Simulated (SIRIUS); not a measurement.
Al, 1 atom in the cell. Symmetry: Fm-3m, No. 225, cubic system. Conventional cell: a = 4.050 Å, b = 4.050 Å, c = 4.050 Å, α = 90.00°, β = 90.00°, γ = 90.00°. Around Al (site symmetry m-3m) lie 12 Al at 2.86 Å. 

| Item | Value |
| --- | --- |
| Program | SIRIUS 7.10.0 |
| Task | band structure |
| Functional | BPBE |
| Potentials or basis | PseudoDojo 0.4.1 PBE standard (scalar relativistic) |
| Cutoff | 557 eV |
| Density cutoff | 2229 eV |
| k mesh | 11 × 11 × 11 |
| Occupations | fermi-dirac, width 0.05 eV |
| Spin | no spin polarisation |
| Libxc names | ["XC_GGA_X_B88", "XC_GGA_C_PBE"] |
| Energy tol | 1e-08 Ha |
| Density tol | 1e-06 |
| Mixer | anderson |
| Mixing beta | 0.7 |
| Max scf | 100 |
| Radial cutoff for the potentials' integrals | 6.5 bohr |

Potentials or basis: PseudoDojo 0.4.1 PBE standard (scalar relativistic).

Run with:

```bash
$ upf_to_json Al.upf
$ OMP_NUM_THREADS=1 sirius.scf --input=sirius.json --output=out.json --task=0
$ OMP_NUM_THREADS=1 sirius.scf --input=bands_input.json --task=2
```

Hardware: 1 thread of Arm Neoverse V2, with other jobs on the host.

How long does it take, and how much memory?

Wall time 15 s on 1 thread of Arm Neoverse V2 (shared host), peak memory 0.21 GiB. Counts: scf iterations 9, k points 56, plane waves 531, bands 7.
